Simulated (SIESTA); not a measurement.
The system is Cu.

```
Cu
1.0
     2.53410    0.00000    0.00000
    -1.26705    2.19459    0.00000
     0.00000    0.00000    4.11257
Cu
2
Cartesian
  1.2670 0.7315 3.0844
  0.0000 1.4631 1.0281
```

This isn't the form of Cu at room conditions, which is fcc.

| Quantity | Value |
| --- | --- |
| Program | SIESTA 5.4.2 |
| Task | single point |
| Functional | PBEsol |
| Potentials or basis | PseudoDojo 0.4 standard (PBEsol files) |
| Basis | DZP (energy shift 0.003 Ry; two zetas on semicore shells) |
| Grid cutoff | 800 Ry |
| Energy shift | 0.003 Ry |
| k mesh | 12 × 12 × 7 |
| Occupations | fermi-dirac, width 0.05 eV |
| Spin | no spin polarisation |

On this cell: pressure -1.7 GPa; largest force under 0.003 eV/Å; band gap on the k mesh none (metal or under the smearing width).

The same run follows on a disturbed copy (atoms moved at random, drawn with an rms of 0.05 Å):

```
CELL_PARAMETERS angstrom
2.53410 0.00000 0.00000
-1.26705 2.19459 0.00000
0.00000 0.00000 4.11257
ATOMIC_POSITIONS crystal
Cu 0.66971 0.35034 0.74393
Cu 0.35459 0.66690 0.24866
```

**Question.** What does the disturbed cell give?

**Answer.** The energy (extrapolated to zero smearing) moves by +3.0 meV/atom; pressure -1.6 GPa; largest force 0.221 eV/Å; band gap on the k mesh none (metal or under the smearing width).

Forces on the atoms (eV/Å):
```
Cu   0.110 -0.061  0.182
Cu  -0.110  0.061 -0.181
```

Stress tensor (GPa, compression positive):
```
-1.30 -0.92  0.12
-0.92 -2.30 -0.06
 0.12 -0.06 -1.33
```

Caveats: short orbitals over semicore shells can move pressures by several GPa; the basis of atomic orbitals isn't converged, which shifts pressures, moduli and gaps.
